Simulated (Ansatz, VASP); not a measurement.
One calculation of KCl, two programs

The input INCAR:

```
SYSTEM = KCl
PREC = Accurate
ENCUT = 520
EDIFF = 1E-7
ISMEAR = -1
SIGMA = 0.03
LREAL = .False.
LASPH = .True.
NELM = 100
ALGO = Normal
ISIF = 2
LWAVE = .False.
LCHARG = .False.
GGA = PE
NBANDS = 15
```

Contents of KPOINTS:

```
regular mesh
0
Gamma
  7 7 7
  0 0 0
```

Contents of POSCAR:

```
KCl
1.0
    0.0000000000      3.2180000288      3.2180000288
    3.2180000288      0.0000000000      3.2180000288
    3.2180000288      3.2180000288      0.0000000000
K Cl
1 1
Direct
    0.0000000000      0.0000000000      0.0000000000
    0.5000000000      0.5000000000      0.5000000000
```

Input for Ansatz:

```yaml
crystal:
  lattice:
    - [0.0, 3.2180000288, 3.2180000288]
    - [3.2180000288, 0.0, 3.2180000288]
    - [3.2180000288, 3.2180000288, 0.0]
  atoms:
    - { symbol: K, position: [0.0, 0.0, 0.0] }
    - { symbol: Cl, position: [0.5, 0.5, 0.5] }
kpoints:
  mp_grid: { grid: [7, 7, 7] }
  band_path:
    path:
      - [0.0, 0.0, 0.0]
      - [0.5, 0.0, 0.5]
      - [0.625, 0.25, 0.625]
      - [0.375, 0.375, 0.75]
      - [0.0, 0.0, 0.0]
      - [0.5, 0.5, 0.5]
      - [0.5, 0.25, 0.75]
      - [0.5, 0.0, 0.5]
    npoints: 5
scf:
  occupations: { method: fermi_dirac, width: 0.03 }
hamiltonian:
  xc: pbe
  pseudopotentials: { kind: all_electron, lapw: { basis_error: 0.001 } }
output:
  forces: true
  stress: true
  eigenvalues: true
```

Change from the starting cell: volume scaled by 1.06.

Alike in both runs: task single point; functional PBE; k mesh 7 × 7 × 7; occupations fermi-dirac, width 0.03 eV; no spin polarisation.

```csv
,VASP,Ansatz
version,VASP 6.6.1,Ansatz 0.2.0
potentials or method,"VASP PAW PBE potentials, release 64 (K_sv, Cl)","all-electron LAPW, scalar-relativistic"
plane-wave cutoff (eV),520,see its input
```

|  | VASP | Ansatz | Ansatz less VASP |
| --- | --- | --- | --- |
| gap on the k mesh at the Fermi level (eV) | 4.96 | 4.96 | +0.001 |
| pressure (GPa) | -0.4 | -0.4 | -0.01 |

Ansatz ran all-electron here, so the differences hold the error of VASP's frozen core and of both bases.

Caveats: an odd mesh through Γ misses points on the zone boundary, where band edges often lie.
